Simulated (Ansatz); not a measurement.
BP at -3 GPa: from Born charge to LO–TO splitting and polaron coupling

All numbers below come from Ansatz, DFT PBE, scalar-relativistic, plane waves, PAW. Cutoff 420 eV, 10×10×10 k-points (Γ-centred), fixed occupations. No spin polarisation. Phonons by linear response, acoustic sum rule imposed.

The cell, relaxed at -3 GPa:
```
B P
1.0
     0.00000    2.28883    2.28883
     2.28883    0.00000    2.28883
     2.28883    2.28883    0.00000
B P
1 1
Direct
  0.00000 0.00000 0.00000
  0.75000 0.75000 0.75000
```

Linear response gives ν_TO = 784.3 cm⁻¹, Born charges ±0.430 e (positive on P) and ε∞ = 9.169. The primitive cell holds 23.981 Å³, and the masses are 10.810 and 30.974 amu.

**Question.** Find ν_LO and the static dielectric constant.

**Answer.** The long-wave field adds a restoring force: ω_LO² − ω_TO² = Z*²e²/(ε_vac ε∞ μV). In these units ν_LO² − ν_TO² = 4.92064×10⁷ Z*²/(μ V ε∞) cm⁻², with μ = m₁m₂/(m₁ + m₂) = 8.013 amu: 5154 cm⁻². So ν_LO = √(784.3² + 5154) = 787.5 cm⁻¹, and the run gives 787.5. Lyddane–Sachs–Teller then gives ε0 = ε∞ (ν_LO/ν_TO)² = 9.25, against 9.25 in the run (it forms both from the same three quantities, so the match checks the arithmetic only). Between ν_TO and ν_LO the dielectric function is negative and an undamped crystal reflects fully: a reststrahlen band from 12.7 to 12.8 μm.

**Question.** What do the Clausius–Mossotti polarisability and the Szigeti charge come to?

**Answer.** With the Lorentz local field, α = (3V/4π)(ε∞ − 1)/(ε∞ + 2) = 4.19 Å³ for the pair, and e_S = 3Z*/(ε∞ + 2) = 0.12 e. The Born charge includes the electrons' response to the dipole's own local field, and e_S takes that enhancement out. The Lorentz field assumes point-like polarisable ions, a poor picture once ε∞ is this large, since the electron clouds then overlap or are shared, so both numbers are formal here.

**Question.** How strongly does a slow electron couple to the LO mode?

**Answer.** For one isotropic parabolic band, Fröhlich's constant is α_F = (1/ε∞ − 1/ε0) √(m* Ry/ħω_LO), with Ry = 13.606 eV, ħω_LO = 97.6 meV and m* in free-electron masses: α_F = 0.0009 × 11.80 × √m* = 0.01 √m*. The band mass isn't part of this run; for m* = 0.1, 0.3 and 1 it gives 0.00, 0.01, 0.01. In weak coupling the polaron lies α_F ħω_LO below the band edge (1 meV at m* = 0.3) with a mass m*(1 + α_F/6); past α_F of about 5 or 6 that expansion fails. A semilocal functional's ε∞ tends to be too large, which taken alone lowers α_F.

Cost: 1 run of about 0.95 core-minutes, on Intel Xeon Processor @ 2.50GHz (Skylake/Cascade Lake) (shared hosts).

BP behaves here as an almost purely covalent crystal with a stiff but barely polar optical mode. The high ν_TO reflects strong, directional sp³ bonds and the light boron atom, whereas the LO–TO splitting depends on the square of the Born charge and is further reduced by electronic screening. With ±0.430 e and ε∞ = 9.169, the long-range field adds little to the restoring force, so the lattice contributes almost nothing to the static dielectric constant.

The positive charge on P reverses the usual III–V assignment. Boron and phosphorus have similar electronegativities, and boron's compact 2p shell, with no p core beneath it, probably helps draw bond charge towards it. The Born charge is dynamical, however, and measures how polarisation changes as the atoms move, so its sign alone doesn't establish the static charge transfer.

The tiny α_F makes a large Fröhlich polaron an unlikely source of appreciable mass enhancement. It doesn't imply weak electron–phonon scattering overall, since short-range deformation-potential coupling to acoustic and optical modes can persist without polarity.
